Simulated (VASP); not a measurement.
# LiSe2 (P-3m1) in VASP: hyperfine couplings with HSE03

Aim: the hyperfine couplings of LiSe2 with HSE03.

Program: VASP 6.6.1. These are calculated values, not measurements. Logs are shortened: lines on timing, memory, paths and dates and some standing lists are left out, and cuts for length are marked.

**1. The crystal as given**

The structure is trigonal, space group P-3m1 (No. 164). The conventional cell has a = 4.034 Å, b = 4.034 Å, c = 3.956 Å, α = 90.00°, β = 90.00°, γ = 120.00°. Li (site symmetry -3m) is surrounded by 6 Se at 2.56 Å. Around Se (site symmetry 3m) lie 3 Li at 2.56 Å.

The cell was built by a generator and needn't be a form met in nature.

**2. Hyperfine couplings, HSE03, collinear spin, ferromagnetic start**

POSCAR

```
LiSe2
1.0
    4.0338200000      0.0000000000      0.0000000000
   -2.0169100000      3.4933900000      0.0000000000
    0.0000000000      0.0000000000      3.9562200000
Li Se
1 2
Direct
    0.0000000000      0.0000000000      0.5000000000
    0.3333300000      0.6666700000      0.7664300000
    0.6666700000      0.3333300000      0.2335700000
```

INCAR.step1

```
PREC = Accurate
ENCUT = 520
EDIFF = 1E-5
ISMEAR = 0
SIGMA = 0.05
LREAL = False
LASPH = True
NELM = 80
ALGO = Normal
ISIF = 2
LWAVE = True
LCHARG = False
ISPIN = 2
MAGMOM = 0.5 0 0
LORBIT = 11
GGA = PE
```

INCAR.step2

```
PREC = Accurate
ENCUT = 520
EDIFF = 1E-6
ISMEAR = 0
SIGMA = 0.05
LREAL = False
LASPH = True
NELM = 80
ALGO = Normal
ISIF = 2
LWAVE = False
LCHARG = False
ISPIN = 2
MAGMOM = 0.5 0 0
LORBIT = 11
GGA = PE
LHFCALC = True
HFSCREEN = 0.3
PRECFOCK = Fast
LHYPERFINE = True
ISTART = 1
```

KPOINTS

```
regular mesh
0
Gamma
  4 4 4
```

Potentials or basis: VASP PAW PBE potentials, release 64 (Li_sv, Se).

Started as:

```bash
> cat potpaw_PBE.64/Li_sv/POTCAR potpaw_PBE.64/Se/POTCAR > POTCAR
> cp INCAR.step1 INCAR
> mpirun -np 1 vasp_std > vasp.out
> cp INCAR.step2 INCAR
> mpirun -np 1 vasp_std > vasp.out
```

OUTCAR:

```text
PREC = Accurate
   ENCUT = 520
   EDIFF = 1E-6
   ISMEAR = 0
   LREAL = False
   LASPH = True
   NELM = 80
   ISIF = 2
   ISPIN = 2
   LORBIT = 11
   GGA = PE
   LHFCALC = True
   HFSCREEN = 0.3
   PRECFOCK = Fast
   ISTART = 1

 ion  position               nearest neighbor table
   1  0.000  0.000  0.500-   2 2.56   3 2.56   2 2.56   3 2.56   3 2.56   2 2.56
   2  0.333  0.667  0.766-   1 2.56   1 2.56   1 2.56
   3  0.667  0.333  0.234-   1 2.56   1 2.56   1 2.56

  LATTYP: Found a hexagonal cell.
 ALAT       =     4.0338200000
 C/A-ratio  =     0.9807626518

  Lattice vectors:

 A1 = (   4.0338200000,   0.0000000000,   0.0000000000)
 A2 = (  -2.0169100000,   3.4933900000,   0.0000000000)
 A3 = (   0.0000000000,   0.0000000000,   3.9562200000)

Analysis of symmetry for initial positions (statically):
=====================================================================
 Subroutine PRICEL returns:
 Original cell was already a primitive cell.

 Routine SETGRP: Setting up the symmetry group for a
 hexagonal supercell.

 Subroutine GETGRP returns: Found  4 space group operations
 (whereof  4 operations were pure point group operations)
 out of a pool of 24 trial point group operations.

The static configuration has the point symmetry C_2h.

Analysis of symmetry for dynamics (positions and initial velocities):
=====================================================================
 Subroutine PRICEL returns:
 Original cell was already a primitive cell.

 Routine SETGRP: Setting up the symmetry group for a
 hexagonal supercell.

 Subroutine GETGRP returns: Found  4 space group operations
 (whereof  4 operations were pure point group operations)
 out of a pool of 24 trial point group operations.

The dynamic configuration has the point symmetry C_2h.

Analysis of structural, dynamic, and magnetic symmetry:
[... 527 lines left out ...]
      8       3.2112      1.00000
      9       6.0226      0.00000
     10       8.0564      0.00000
     11      10.0368      0.00000
[... 309 lines left out ...]
 k-point    24 :      -0.2500    0.5000    0.5000
  band No.  band energies     occupation
      1     -45.0317      1.00000
      2     -10.1279      1.00000
      3      -9.9504      1.00000
      4      -1.9921      1.00000
      5      -1.9359      1.00000
      6       0.2250      1.00000
      7       0.9850      1.00000
      8       5.2798      0.00000
      9       5.3873      0.00000
     10      10.3664      0.00000
     11      12.2773      0.00000

------------------------ aborting loop because EDIFF is reached ----------------------------------------

  FORCE on cell =-STRESS in cart. coord.  units (eV):
  Direction    XX          YY          ZZ          XY          YZ          ZX
  --------------------------------------------------------------------------------------
  -------------------------------------------------------------------------------------
  Total       -0.0370769     -0.0373405      1.4432604     -0.0002283     -0.0001085      0.0001879
  in kB       -1.0655396     -1.0731150     41.4773743     -0.0065608     -0.0031172      0.0053996
  external PRESSURE =      13.1129066 kB  Pullay stress =       0.0000000 kB

 VOLUME and BASIS-vectors are now :
 -----------------------------------------------------------------------------
  energy-cutoff  :      520.00
  volume of cell :       55.75
      direct lattice vectors                 reciprocal lattice vectors
     4.033820000  0.000000000  0.000000000     0.247903972  0.143127449  0.000000000
    -2.016910000  3.493390000  0.000000000     0.000000000  0.286254899  0.000000000
     0.000000000  0.000000000  3.956220000     0.000000000  0.000000000  0.252766530

 POSITION                                       TOTAL-FORCE (eV/Angst)
 -----------------------------------------------------------------------------------
      0.00000      0.00000      1.97811         0.000000      0.000000      0.000000
     -0.00002      2.32894      3.03217        -0.000148      0.000086     -0.059612
      2.01693      1.16445      0.92405         0.000148     -0.000086      0.059612
 -----------------------------------------------------------------------------------
    total drift:                               -0.000000     -0.000000      0.000000

  FREE ENERGIE OF THE ION-ELECTRON SYSTEM (eV)
  ---------------------------------------------------
  free  energy   TOTEN  =       -10.7000013866 eV

  energy  without entropy=      -10.6971538651  energy(sigma->0) =      -10.69857763

 Fermi contact (isotropic) hyperfine coupling parameter (MHz)
 -------------------------------------------------------------
  ion      A_pw      A_1PS     A_1AE     A_1c      A_tot
 -------------------------------------------------------------
   1       0.000     0.000    -0.000     0.000    -0.000
   2       0.000     0.000    -0.001     0.000    -0.001
   3       0.000     0.000    -0.001     0.000    -0.001
 -------------------------------------------------------------

 Dipolar hyperfine coupling parameters (MHz)
 ---------------------------------------------------------------------
  ion      A_xx      A_yy      A_zz      A_xy      A_xz      A_yz
 ---------------------------------------------------------------------
   1      -0.000    -0.000     0.000    -0.000     0.000    -0.000
   2      -0.000    -0.000     0.000    -0.000     0.000    -0.000
   3      -0.000    -0.000     0.000    -0.000     0.000    -0.000
 ---------------------------------------------------------------------

 Total hyperfine coupling parameters after diagonalization (MHz)
 (convention: |A_zz| > |A_xx| > |A_yy|)
 ----------------------------------------------------------------------
  ion      A_xx      A_yy      A_zz     asymmetry (A_yy - A_xx)/ A_zz
 ----------------------------------------------------------------------
   1      -0.000    -0.000    -0.000      -0.295
   2      -0.001    -0.000    -0.001      -0.474
   3      -0.001    -0.000    -0.001      -0.473
 ---------------------------------------------------------------------

 total charge

# of ion       s       p       d       tot
------------------------------------------
    1        2.025   0.076   0.000   2.100
    2        1.532   2.177   0.032   3.741
    3        1.532   2.177   0.032   3.741
--------------------------------------------------
tot          5.088   4.430   0.064   9.582

 magnetization (x)

# of ion       s       p       d       tot
------------------------------------------
    1        0.000  -0.000   0.000  -0.000
    2       -0.000  -0.000  -0.000  -0.000
    3       -0.000  -0.000  -0.000  -0.000
--------------------------------------------------
tot         -0.000  -0.000  -0.000  -0.000
```

OUTCAR.step1:

```text
PREC = Accurate
   ENCUT = 520
   EDIFF = 1E-5
   ISMEAR = 0
   LREAL = False
   LASPH = True
   NELM = 80
   ISIF = 2
   ISPIN = 2
[... 928 lines left out ...]
 total charge

# of ion       s       p       d       tot
------------------------------------------
    1        2.026   0.069   0.000   2.095
    2        1.513   2.164   0.032   3.710
    3        1.513   2.164   0.032   3.710
--------------------------------------------------
tot          5.053   4.398   0.064   9.514

 magnetization (x)

# of ion       s       p       d       tot
------------------------------------------
    1        0.000   0.000   0.000   0.000
    2       -0.000  -0.000   0.000  -0.000
    3       -0.000  -0.000   0.000  -0.000
--------------------------------------------------
tot          0.000  -0.000   0.000  -0.000
```

OSZICAR.step1:

```text
N       E                     dE             d eps       ncg     rms          rms(c)
DAV:   1     0.712051669649E+02    0.71205E+02   -0.64155E+03  1056   0.121E+03
DAV:   2    -0.372068058647E+01   -0.74926E+02   -0.71922E+02  1461   0.212E+02
DAV:   3    -0.899249537076E+01   -0.52718E+01   -0.51239E+01  1607   0.562E+01
DAV:   4    -0.932502090856E+01   -0.33253E+00   -0.32994E+00  1604   0.103E+01
DAV:   5    -0.932898869900E+01   -0.39678E-02   -0.39676E-02  1384   0.145E+00    0.604E+00
DAV:   6    -0.942265435372E+01   -0.93666E-01   -0.20511E-01  1813   0.332E+00    0.311E+00
DAV:   7    -0.946241174926E+01   -0.39757E-01   -0.70498E-02  1659   0.220E+00    0.157E+00
DAV:   8    -0.946491817636E+01   -0.25064E-02   -0.22396E-02  1291   0.134E+00    0.323E-01
DAV:   9    -0.946612635945E+01   -0.12082E-02   -0.43198E-03  1252   0.765E-01    0.122E-01
DAV:  10    -0.946690149399E+01   -0.77513E-03   -0.64432E-04  1328   0.310E-01    0.432E-02
DAV:  11    -0.946695423857E+01   -0.52745E-04   -0.17142E-04  1268   0.155E-01    0.201E-02
DAV:  12    -0.946698698848E+01   -0.32750E-04   -0.32076E-05  1223   0.690E-02    0.843E-03
DAV:  13    -0.946699025593E+01   -0.32675E-05   -0.51619E-06   816   0.289E-02
   1 F= -.94669903E+01 E0= -.94663511E+01  d E =-.127840E-02  mag=     0.0002
```

Wall time 6.5 min (1 thread of Intel Xeon 6975P-C (Granite Rapids), shared host); peak memory 0.3 GiB.

Results:

| Item | Value |
| --- | --- |
| Free energy | -10.7000 eV |
| Largest force | 0.060 eV/Å |
| Band gap on the k mesh | none (metal or under the smearing width) |
| Net moment | 0.00 μB per cell |
| Valence electrons inside the program's atomic spheres | Li 2.10; Se 3.74 |

Forces on the atoms (eV/Å):
```
Li   0.000  0.000  0.000
Se   0.000  0.000 -0.060
Se   0.000  0.000  0.060
```

Levels at points of the mesh, in eV from the Fermi level:
Spin up:
```
           k point  band 5  band 6  band 7  band 8  band 9  band 10
(0.00, 0.00, 0.00)   -2.86   -2.86   -0.42   -0.42    2.39     4.42
(0.50, 0.00, 0.00)   -4.26   -2.47   -1.16   -0.45    1.44     4.72
(0.50, 0.50, 0.00)   -4.26   -2.47   -1.16   -0.45    1.44     4.72
(0.00, 0.00, 0.50)   -1.63   -1.63   -1.62   -1.10   -1.10     6.00
(0.50, 0.00, 0.50)   -5.60   -2.29   -2.15    0.21    0.97     7.47
(0.50, 0.50, 0.50)   -5.60   -2.29   -2.15    0.21    0.97     7.47
```
Spin down:
```
           k point  band 5  band 6  band 7  band 8  band 9  band 10
(0.00, 0.00, 0.00)   -2.86   -2.86   -0.42   -0.42    2.39     4.42
(0.50, 0.00, 0.00)   -4.26   -2.47   -1.16   -0.45    1.44     4.72
(0.50, 0.50, 0.00)   -4.26   -2.47   -1.16   -0.45    1.44     4.72
(0.00, 0.00, 0.50)   -1.63   -1.63   -1.62   -1.10   -1.10     6.00
(0.50, 0.00, 0.50)   -5.60   -2.29   -2.15    0.21    0.97     7.47
(0.50, 0.50, 0.50)   -5.60   -2.29   -2.15    0.21    0.97     7.47
```

Hyperfine coupling, principal values (MHz):
```tsv
atom	values
1 Li	0.0, 0.0, 0.0
2 Se	0.0, 0.0, 0.0
3 Se	0.0, 0.0, 0.0
```

Caveat: the k mesh is coarse (spacing up to 0.45 Å⁻¹), so the values aren't converged, least of all with exact exchange; the cutoff is under 1.25 times the usual one of these potentials, so pressure, stress and relaxed cells hold a basis-set (Pulay) error; the PAW data sets were made with another functional, which shifts forces and pressure a little.

**3. The reference run**

An earlier run on the cell as given: functional PBE; potentials or basis VASP PAW PBE potentials, release 64 (Li_sv, Se); cutoff 520 eV; k mesh 8 × 8 × 7; occupations fermi-dirac, width 0.05 eV; no spin polarisation.

- Largest force: 0.017 eV/Å
- Band gap on the k mesh: none (metal or under the smearing width)
